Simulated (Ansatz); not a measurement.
**TiAl: one atom moved over a plane**

Aim: for TiAl, map the energy of atom 1 (Ti) over a plane.

Method: DFT PBEsol, scalar-relativistic, plane waves, PAW, in Ansatz 0.2.0.

### Step 1. Starting point

The structure is tetragonal, space group P4/mmm (No. 123). Conventional cell: a = 2.837 Å, b = 2.837 Å, c = 4.059 Å, α = 90.00°, β = 90.00°, γ = 90.00°. Around Ti (site symmetry 4/mmm) lie 4 Ti at 2.84 Å and 8 Al at 2.85 Å. Around Al (site symmetry 4/mmm) lie 4 Al at 2.84 Å and 8 Ti at 2.85 Å.

Coordinates:

```
CELL_PARAMETERS angstrom
2.83730 0.00000 0.00000
0.00000 2.83730 0.00000
0.00000 0.00000 4.05910
ATOMIC_POSITIONS crystal
Ti 0.00000 0.00000 0.00000
Al 0.50000 0.50000 0.50000
```

The cell is taken as given, not relaxed at this level.

### Step 2. Zero of energy

Reference values: F = -2999.2623 eV; pressure -3.93 GPa; largest force 0.000 eV/Å; gap on the mesh none (metal). It was computed beforehand with the settings of the runs below.

### Step 3. Setting up one atom moved over a plane

Atom 1 (Ti) is moved by p along (1.000, 0.000, 0.000) and q along (0.000, 0.000, 1.000) (Å), all else fixed; its images in the other cells move with it. Points alike by symmetry are run once.

### Step 4. Point p = -0.200, q = -0.200

Contents of input.yaml:

```yaml
crystal:
  lattice:
    - [2.8373, 0.0, 0.0]
    - [0.0, 2.8373, 0.0]
    - [0.0, 0.0, 4.0591]
  atoms:
    - { symbol: Ti, position: [-0.0704895499, 0.0, -0.0492720061] }
    - { symbol: Al, position: [0.5, 0.5, 0.5] }
basis:
  ecutwfc: 420
kpoints:
  mp_grid: { grid: [16, 16, 12] }
hamiltonian:
  xc: pbesol
scf:
  occupations: { method: gaussian, width: 0.15 }
output:
  forces: true
  stress: true
  eigenvalues: true
```

On the command line:

```console
$ ansatz run input.yaml --threads 1 --pin off --max-ram 2560MiB --backend cpu --events-out ev --progress --plain --runs-dir out
```

### Step 5. At p = -0.200, q = 0.000

input.yaml, as its differences from that of step 4:

```diff
@@ -6,3 +6,3 @@
   atoms:
-    - { symbol: Ti, position: [-0.0704895499, 0.0, -0.0492720061] }
+    - { symbol: Ti, position: [-0.0704895499, 0.0, 0.0] }
     - { symbol: Al, position: [0.5, 0.5, 0.5] }
```

### Step 6. Point p = 0.000, q = -0.200

input.yaml, as its differences from that of step 5:

```diff
@@ -6,3 +6,3 @@
   atoms:
-    - { symbol: Ti, position: [-0.0704895499, 0.0, 0.0] }
+    - { symbol: Ti, position: [0.0, 0.0, -0.0492720061] }
     - { symbol: Al, position: [0.5, 0.5, 0.5] }
```

### Step 7. At p = -0.200, q = -0.100

input.yaml, as its differences from that of step 6:

```diff
@@ -6,3 +6,3 @@
   atoms:
-    - { symbol: Ti, position: [0.0, 0.0, -0.0492720061] }
+    - { symbol: Ti, position: [-0.0704895499, 0.0, -0.0246360031] }
     - { symbol: Al, position: [0.5, 0.5, 0.5] }
```

### Step 8. p = -0.100, q = -0.200

input.yaml, as its differences from that of step 7:

```diff
@@ -6,3 +6,3 @@
   atoms:
-    - { symbol: Ti, position: [-0.0704895499, 0.0, -0.0246360031] }
+    - { symbol: Ti, position: [-0.035244775, 0.0, -0.0492720061] }
     - { symbol: Al, position: [0.5, 0.5, 0.5] }
```

### Step 9. p = -0.100, q = 0.000

input.yaml, as its differences from that of step 8:

```diff
@@ -6,3 +6,3 @@
   atoms:
-    - { symbol: Ti, position: [-0.035244775, 0.0, -0.0492720061] }
+    - { symbol: Ti, position: [-0.035244775, 0.0, 0.0] }
     - { symbol: Al, position: [0.5, 0.5, 0.5] }
@@ -20 +20,5 @@
   eigenvalues: true
+  write_density: true
+  write_potential: true
+  elf: true
+  volumetric_format: npy
```

### Step 10. At p = 0.000, q = -0.100

input.yaml, as its differences from that of step 9:

```diff
@@ -6,3 +6,3 @@
   atoms:
-    - { symbol: Ti, position: [-0.035244775, 0.0, 0.0] }
+    - { symbol: Ti, position: [0.0, 0.0, -0.0246360031] }
     - { symbol: Al, position: [0.5, 0.5, 0.5] }
@@ -20,5 +20 @@
   eigenvalues: true
-  write_density: true
-  write_potential: true
-  elf: true
-  volumetric_format: npy
```

### Step 11. At p = -0.100, q = -0.100

input.yaml, as its differences from that of step 10:

```diff
@@ -6,3 +6,3 @@
   atoms:
-    - { symbol: Ti, position: [0.0, 0.0, -0.0246360031] }
+    - { symbol: Ti, position: [-0.035244775, 0.0, -0.0246360031] }
     - { symbol: Al, position: [0.5, 0.5, 0.5] }
```

(Steps that only read results are left out.)

What does the calculation give? Wanted: highest point; lowest point away from the origin.

As calculated:

| quantity | value |
| --- | --- |
| highest point | 0.205 eV/cell at (p, q) = (-0.200, -0.200) |
| lowest point away from the origin | 0.021 eV/cell at (-0.100, 0.000) |

**Reading.** The undisturbed cell is the lowest computed point. Read as harmonic, the points at ±0.100 Å give force constants of 4.26 eV/Å² along p and 5.46 eV/Å² along q: the atom moves more easily along p.
